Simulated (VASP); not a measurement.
**BeS: relaxation of cell and atoms with PBEsol**

Crystal: BeS.

```
Be S
1.0
     0.00000    2.41557    2.41557
     2.41557    0.00000    2.41557
     2.41557    2.41557    0.00000
Be S
1 1
Direct
  0.00000 0.00000 0.00000
  0.25000 0.25000 0.25000
```

```
Program                : VASP 6.6.1
Task                   : relaxation of cell and atoms
Functional             : PBEsol
Potentials or basis    : VASP PAW PBE potentials, release 64 (Be, S)
Cutoff                 : 600 eV
k mesh                 : 10 × 10 × 10
Occupations            : gaussian, width 0.03 eV
Spin                   : no spin polarisation
Target pressure        : 0.6 GPa
Further INCAR settings : ALGO = Normal; EDIFF = 1e-07; IBRION = 2; EDIFFG = -0.005; NSW = 90; ISIF = 3
Target pressure        : 0.6 GPa
```

* Pressure after relaxing: 0.6 GPa
* Band gap on the k mesh: 2.90 eV, indirect (least direct gap 5.60 eV)

Final structure:
```xyz
2
Lattice="0.0000 2.4156 2.4156 2.4156 0.0000 2.4156 2.4156 2.4156 0.0000" Properties=species:S:1:pos:R:3 pbc="T T T"
Be    0.0000    0.0000    0.0000
S     1.2078    1.2078    1.2078
```

Levels at points of the mesh, in eV from the valence-band top:
```
           k point  band 2  band 3  band 4  band 5  band 6  band 7
(0.00, 0.00, 0.00)    0.00    0.00    0.00    5.60    5.60    5.60
(0.50, 0.00, 0.00)   -5.94   -1.06   -1.06    5.42    6.48    6.48
(0.50, 0.50, 0.00)   -5.13   -2.71   -2.71    2.90    4.80   12.84
```

Run time: 6.1 s on 1 thread of Intel(R) Xeon(R) 6975P-C (Granite Rapids) (shared host), peak memory 0.15 GiB.

Caveat: the relaxation stopped at its first step, so nothing moved; the cell is relaxed towards a set pressure, so the enthalpy falls and the energy may rise; the PAW data sets were made with another functional, which shifts forces and pressure a little. A k mesh can miss the band edges.
